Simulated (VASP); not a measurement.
Runs of VASP 6.6.1 on SnSe. Symmetry: Fm-3m, No. 225, cubic system. Conventional cell: a = 5.970 Å, b = 5.970 Å, c = 5.970 Å, α = 90.00°, β = 90.00°, γ = 90.00°. Sn (site symmetry m-3m) has 6 Se at 2.98 Å as nearest neighbours. Around Se (site symmetry m-3m) lie 6 Sn at 2.98 Å. Measurements of this composition are mostly on another form, of space group No. 62.

| task | level | potentials or basis | cell | k mesh | cutoff (eV) | smearing | gap on the mesh (eV) | pressure (GPa) |
| --- | --- | --- | --- | --- | --- | --- | --- | --- |
| single point | PBE | VASP PAW PBE potentials, release 64 (Sn_d, Se) | Fm-3m, 26.59 Å³/atom | 8 × 8 × 8 | 520 | fermi-dirac 0.02 eV | (a) | 2.3 |
| relaxation of cell and atoms | PBE+D3(BJ) | VASP PAW PBE potentials, release 64 (Sn_d, Se) | relaxed | 6 × 6 × 6 | 600 | fermi-dirac 0.02 eV | 0.71 | 0.0 |
| single point | PBE+D3(BJ) | VASP PAW PBE potentials, release 64 (Sn_d, Se) | Fm-3m, 26.48 Å³/atom | 6 × 6 × 6 | 520 | fermi-dirac 0.02 eV | 0.71 | 0.0 |
| single point | LDA | VASP PAW LDA potentials, release 64 (Sn_d, Se) | Fm-3m, 26.59 Å³/atom | 8 × 8 × 8 | 520 | gaussian 0.01 eV | 0.73 | -2.0 |

Alike in all rows: no spin polarisation.

Problem. Fill in the values left out.

Solution. (a) 0.69.

Caveats: spin-orbit coupling is left out, which moves the levels of the heavy elements.

A k mesh can miss the band edges, and the runs leave out spin-orbit coupling on Se, Sn.
